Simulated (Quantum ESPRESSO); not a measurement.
HfO2:

```
CELL_PARAMETERS angstrom
0.00000 2.55750 2.55750
2.55750 0.00000 2.55750
2.55750 2.55750 0.00000
ATOMIC_POSITIONS crystal
Hf 0.00000 0.00000 0.00000
O 0.75000 0.75000 0.75000
O 0.25000 0.25000 0.25000
```

Measurements of this composition are mostly on another form, of space group No. 14.

| Item | Value |
| --- | --- |
| Program | Quantum ESPRESSO 7.5 |
| Task | single point |
| Functional | PBE |
| Potentials or basis | SSSP 1.3 efficiency PBE |
| Cutoff | 816 eV |
| Density cutoff | 5987 eV |
| k mesh | 9 × 9 × 9 |
| Occupations | fermi-dirac, width 0.05 eV |
| Spin | no spin polarisation |

On this cell: pressure -4.4 GPa; largest force zero by symmetry; band gap on the k mesh 3.85 eV, indirect (least direct gap 3.96 eV).

The same run follows on a disturbed copy (atoms moved at random, drawn with an rms of 0.05 Å):

```
Hf O
1.0
     0.00000    2.55750    2.55750
     2.55750    0.00000    2.55750
     2.55750    2.55750    0.00000
Hf O
1 2
Cartesian
  -0.0370 -0.0159 0.0251
  3.8515 3.8457 3.8239
  1.2535 1.2817 1.2562
```

Question: What changes?

Answer: The energy moves by +4.6 meV/atom; pressure -4.0 GPa; largest force 0.415 eV/Å; band gap on the k mesh 3.85 eV, indirect (least direct gap 3.96 eV).

Forces on the atoms (eV/Å):
```
Hf   0.128  0.062 -0.150
O   -0.408 -0.067 -0.031
O    0.281  0.005  0.181
```

Stress tensor (GPa, compression positive):
```
-3.91  0.38 -0.04
 0.38 -4.06  0.96
-0.04  0.96 -4.04
```

Caveats: spin-orbit coupling is left out, which moves the levels of the heavy elements; an odd mesh through Γ misses points on the zone boundary, where band edges often lie.
